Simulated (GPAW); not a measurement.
**NaCl: single point with PBE**

The system is NaCl.

```
Cl Na
1.0
     3.50219    0.00000    0.00000
     0.00000    3.50219    0.00000
     0.00000    0.00000    3.50219
Cl Na
1 1
Direct
  0.50000 0.50000 0.50000
  0.00000 0.00000 0.00000
```

Measurements of this composition are mostly on another form, of space group No. 225.

| Quantity | Value |
| --- | --- |
| Program | GPAW 26.7.0 |
| Task | single point |
| Functional | PBE |
| Potentials or basis | GPAW PAW data sets (gpaw-data 1.2.1) |
| Cutoff | 800 eV |
| Basis | pw |
| k mesh | 8 × 8 × 8 |
| Occupations | gaussian, width 0.029 eV |
| Spin | no spin polarisation |

```yaml
Pressure: 0.1 GPa
Band_gap_on_the_k_mesh: 3.98 eV, indirect (least direct gap 4.47 eV)
```

Levels at points of the mesh, in eV from the valence-band top:
| k point | band 5 | band 6 | band 7 | band 8 | band 9 | band 10 |
| --- | --- | --- | --- | --- | --- | --- |
| (0.00, 0.00, 0.00) | -0.49 | -0.49 | -0.49 | 3.98 | 8.53 | 8.53 |
| (0.50, 0.00, 0.00) | -2.94 | -0.26 | -0.26 | 6.91 | 8.57 | 10.40 |
| (0.50, 0.50, 0.00) | -2.26 | -2.26 | 0.00 | 5.53 | 9.83 | 11.04 |
| (0.50, 0.50, 0.50) | -1.84 | -1.84 | -1.84 | 7.10 | 7.10 | 7.10 |

Wall time 18 s on 1 thread of Arm Neoverse V1, with other jobs on the host, peak memory 0.17 GiB.

A k mesh can miss the band edges.
